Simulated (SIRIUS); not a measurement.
Crystal: Zn.

```xyz
2
Lattice="2.6700 0.0000 0.0000 -1.3350 2.3123 0.0000 0.0000 0.0000 4.9660" Properties=species:S:1:pos:R:3 pbc="T T T"
Zn    1.3350    0.7708    3.7245
Zn    0.0000    1.5415    1.2415
```

Base run:

- Program: SIRIUS 7.12.0
- Functional: PBE
- Potentials or basis: JTH 2.0 PBE (PAW)
- Cutoff: 557 eV
- Density cutoff: 5442 eV
- k mesh: 9 × 9 × 5
- Occupations: fermi-dirac, width 0.05 eV
- Spin: no spin polarisation

Its results: band gap on the k mesh none (metal or under the smearing width); pressure -1.2 GPa.

The run is repeated on the same cell with these changes: potentials or basis from JTH 2.0 PBE (PAW) to PseudoDojo 0.4 PBE stringent (scalar relativistic); cutoff from 557 eV to 1152 eV; density cutoff from 5442 eV to 4606 eV; valence electrons from 24 to 40. What comes out?

Band gap on the k mesh none (metal or under the smearing width); pressure -0.7 GPa.

Not every run made on this cell is shown here.
